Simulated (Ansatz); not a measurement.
A free-standing 2H monolayer of HfO₂, relaxed with r2SCAN in the plane-wave code Ansatz. In-plane lattice: a = 3.096 Å, b = 3.096 Å, γ = 120.0°; thickness between the outer nuclei 2.31 Å. Hf is surrounded by 6 O at 2.13 Å; O is surrounded by 3 Hf at 2.13 Å.

The axes x, y and z are those of this cell:
```yaml
crystal:
  lattice:
    - [3.09594, 0.00000, 0.00000]
    - [-1.54797, 2.68116, 0.00000]
    - [0.00000, 0.00000, 29.68409]
  atoms:
    - { symbol: Hf, position: [0.33333, 0.66667, 0.30319] }
    - { symbol: O, position: [0.66667, 0.33333, 0.34204] }
    - { symbol: O, position: [0.66667, 0.33333, 0.26435] }
```
The sheet repeats along a and b alone.

Unstrained: PBE gives an indirect gap of 2.055 eV, from Γ–K (0.47 of the way from Γ) to Γ–K (0.77 of the way from Γ); the least direct gap is 2.157 eV at Γ–K (0.70 of the way from Γ). The r2SCAN gap is indirect, 2.491 eV (Γ–K (0.47 of the way from Γ) to Γ–K (0.77 of the way from Γ)), below the direct gap of 2.603 eV at Γ–K (0.70 of the way from Γ). With HSE06 the valence top lies at Γ–K (0.47 of the way from Γ) and the conduction bottom at Γ–K (0.77 of the way from Γ), 3.549 eV higher; the smallest vertical gap, at Γ–K (0.70 of the way from Γ), is 3.676 eV. Meshes: PBE 12×12×1, r2SCAN 12×12×1, HSE06 6×6×1. Strains are changes of length per length. After each strain the atoms were relaxed again with r2SCAN within the symmetry that the strain leaves, so tilts or polar shifts that break it weren't tested; points keep the names that they have in the unstrained zone. Values at 0 K without nuclear motion; spin polarisation is off, and the phase may be a hypothetical one.

Q: Apply in-plane biaxial -2.0 %. How far does the gap move, against the unstrained cell?

A: PBE: the gap goes from 2.055 to 2.179 eV (+0.124 eV); the edges go from Γ–K (0.47) → Γ–K (0.77) to Γ–K (0.47) → Γ–K (0.73). r2SCAN: the gap goes from 2.491 to 2.621 eV (+0.130 eV); the edges go from Γ–K (0.47) → Γ–K (0.77) to Γ–K (0.47) → Γ–K (0.73). HSE06: the gap goes from 3.549 to 3.669 eV (+0.120 eV); the edges go from Γ–K (0.47) → Γ–K (0.77) to Γ–K (0.47) → Γ–K (0.73). The r2SCAN energy rises by 18.9 meV an atom.

Q: Apply uniaxial +2.5 % along x, other directions held. How far does the gap move, against the unstrained cell?

A: PBE: the gap goes from 2.055 to 1.960 eV (-0.095 eV); the edges go from Γ–K (0.47) → Γ–K (0.77) to (0.156, 1/6, 0) → (0.276, 1/4, 0). r2SCAN: the gap goes from 2.491 to 2.393 eV (-0.098 eV); the edges go from Γ–K (0.47) → Γ–K (0.77) to (0.156, 1/6, 0) → (0.276, 1/4, 0). HSE06: the gap goes from 3.549 to 3.455 eV (-0.094 eV); the edges go from Γ–K (0.47) → Γ–K (0.77) to (0.156, 1/6, 0) → (0.276, 1/4, 0). The r2SCAN energy rises by 9.3 meV an atom.

Q: Estimate what in-plane biaxial -4.0 % does to the gap.

A: PBE: the gap goes from 2.055 to 2.274 eV (+0.219 eV); the edges go from Γ–K (0.47) → Γ–K (0.77) to Γ–K (0.45) → Γ–K (0.70). r2SCAN: the gap goes from 2.491 to 2.718 eV (+0.227 eV); the edges go from Γ–K (0.47) → Γ–K (0.77) to Γ–K (0.45) → Γ–K (0.70). HSE06: the gap goes from 3.549 to 3.752 eV (+0.203 eV); the edges go from Γ–K (0.47) → Γ–K (0.77) to Γ–K (0.45) → Γ–K (0.70). The r2SCAN energy rises by 78.1 meV an atom.

Q: Estimate what uniaxial +4.0 % along y, other directions held does to the gap.

A: PBE: the gap goes from 2.055 to 1.886 eV (-0.169 eV); the edges go from Γ–K (0.47) → Γ–K (0.77) to Γ–K (0.50) → (0.474, 0.260, 0). r2SCAN: the gap goes from 2.491 to 2.319 eV (-0.172 eV); the edges go from Γ–K (0.47) → Γ–K (0.77) to Γ–K (0.50) → (0.474, 0.260, 0). HSE06: the gap goes from 3.549 to 3.381 eV (-0.168 eV); the edges go from Γ–K (0.47) → Γ–K (0.77) to Γ–K (0.50) → (0.474, 0.260, 0). The r2SCAN energy rises by 23.6 meV an atom.

Spin-orbit coupling is left out, which matters wherever the heavy atoms make up the band edges.

Where an edge lies off the special points, it is a point of the mesh or the k point where a search put PBE's edge or least direct gap, reused for the other functionals, whose own edges may lie a little apart.

Coordinates of k points refer to the reciprocal vectors of the primitive cell of the runs.

The meshes of the hybrids are coarse, so their gaps aren't converged to the digits shown.
